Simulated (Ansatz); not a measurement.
**Moving the Hubbard U on Ag d in AgCl**

Space group Fm-3m (No. 225). a = 5.470 Å, b = 5.470 Å, c = 5.470 Å, α = 90.00°, β = 90.00°, γ = 90.00°
```csv
atom,site,symmetry,x,y,z
Ag,4a,m-3m,0.0000,0.0000,0.0000
Cl,4b,m-3m,0.5000,0.0000,0.0000
```

Kept alike: task projected density of states; functional PBEsol; k mesh 8 × 8 × 8; occupations fermi-dirac, width 0.05 eV; no spin polarisation. Program: Ansatz, Ansatz PAW, cutoff 420 eV. The mesh is that of the run's cell of 2 atoms. No spin-orbit coupling.

| run | band gap (eV) | pressure (GPa) |
| --- | --- | --- |
| A | 1.740 | 0.59 |
| B | 1.480 | 0.22 |
| C | 1.940 | 0.93 |
| D | 1.618 | 0.41 |
| E | 0.946 | -0.43 |
| F | 0.725 | -0.68 |
| G | 1.323 | 0.01 |
| H | 1.145 | -0.20 |

Pressure is positive in compression, with a Pulay correction for the finite cutoff. U acts here on a shell without spin polarisation. How U acts hangs on the program's projectors. A gap read on the mesh alone can miss an edge between its points. All rows use potentials made for PBE. U is the effective U - J on orthogonalised atomic projectors. Double counting: fully localised limit (the default).

Problem. The runs differ in the Hubbard U on Ag d alone: 0; 1; 2; 3; 4; 5; 6; 8 eV. Which run is which?

Solution. Run A is 6 eV; run B is 4 eV; run C is 8 eV; run D is 5 eV; run E is 1 eV; run F is 0 eV; run G is 3 eV; run H is 2 eV. The band gap rises from 0.725 to 1.940 eV between 0 and 8 eV. U pushes filled shell states down and empty ones up. The mean slope is +0.15 eV per eV of U. The pressure rises from -0.68 to 0.93 GPa between 0 and 8 eV. U localises the shell and weakens its bonds, so the cell pushes outwards.
